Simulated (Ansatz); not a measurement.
What a change of settings does: K (begun as hP4 type, now dhcp)

First run: DFT, PBE, all-electron LAPW, scalar-relativistic (Ansatz 0.2.0).

Command: `ansatz run input.yaml --threads 1 --pin off --max-ram 3072MiB --backend cpu --events-out ev --progress --plain --runs-dir out` It took 6.4 s on 1 thread of Arm Neoverse V1, with other jobs on the host, peak memory 0.27 GiB.

```yaml
crystal:
  lattice:
    - [3.7691643942, 0.0, 0.0]
    - [-1.8845821971, 3.2641921164, 0.0]
    - [0.0, 0.0, 12.0706419584]
  atoms:
    - { symbol: K, position: [0.0, 0.0, 0.0] }
    - { symbol: K, position: [0.0, 0.0, 0.5] }
    - { symbol: K, position: [0.3333333333, 0.6666666667, 0.25] }
    - { symbol: K, position: [0.6666666667, 0.3333333333, 0.75] }
kpoints:
  mp_grid: { grid: [6, 6, 4] }
scf:
  occupations: { method: fermi_dirac, width: 0.1 }
hamiltonian:
  xc: pbe
  pseudopotentials: { kind: all_electron, lapw: { basis_error: 0.001 } }
output:
  forces: true
  stress: true
  eigenvalues: true
  populations: true
```

The cell comes from a relaxation on PAW files under the same functional, begun from a prototype that needn't be the stable phase.

This run: volume at 0.5 of the series' base cell.

It converges in 7 SCF iterations at a pressure of 8.77 GPa.

A second input differs as follows:

```diff
 kpoints:
-  mp_grid: { grid: [6, 6, 4] }
+  mp_grid: { grid: [6, 5, 5] }
 scf:
   occupations: { method: fermi_dirac, width: 0.1 }
+  max_iter: 100
 hamiltonian:
```

Problem. What is wrong with it, and what does the program do?

Solution. The change was made to test a mesh that breaks the symmetry. The run converges in 7 SCF iterations at a pressure of 8.66 GPa, largest force 0.003 eV/Å, free energy -10.5 meV/atom against the first run's. Compare each number with the sound run's before taking it for a property of the system. The log ends:
```
  k-point 1: bands = ["-25.9759", "-25.9501", "-25.9251", "-25.8990", "-9.8004", "-9.6126", "-9.4231", "-9.2874", "-9.2858", "-9.2626", "-9.2610", "-9.2385", "-9.2369", "-9.2158", "-9.2134", "-9.2117", "3.0493", "3.8440", "4.7480", "6.1284", "7.6976", "8.8175"]
  k-point 2: bands = ["-25.9702", "-25.9614", "-25.9138", "-25.9048", "-9.7596", "-9.6952", "-9.3345", "-9.2820", "-9.2803", "-9.2734", "-9.2718", "-9.2627", "-9.2276", "-9.2260", "-9.2189", "-9.2173", "3.2168", "3.4862", "5.2446", "5.7255", "8.0225", "8.4055"]
  k-point 47: bands = ["-25.9019", "-25.8990", "-25.8835", "-25.8806", "-9.7434", "-9.7321", "-9.6925", "-9.6810", "-9.4631", "-9.4455", "-9.4092", "-9.3897", "-9.3634", "-9.3407", "-9.2998", "-9.2912", "6.1445", "6.2215", "6.7073", "6.8453", "7.5042", "7.6424"]
--- Löwdin populations: 4 sites ---
  site symbol       q [e]
     0      K     18.9603
     1      K     18.9603
     2      K     18.9626
     3      K     18.9626
  spilling = 0.002029 (of n_electrons = 76.000000)
```
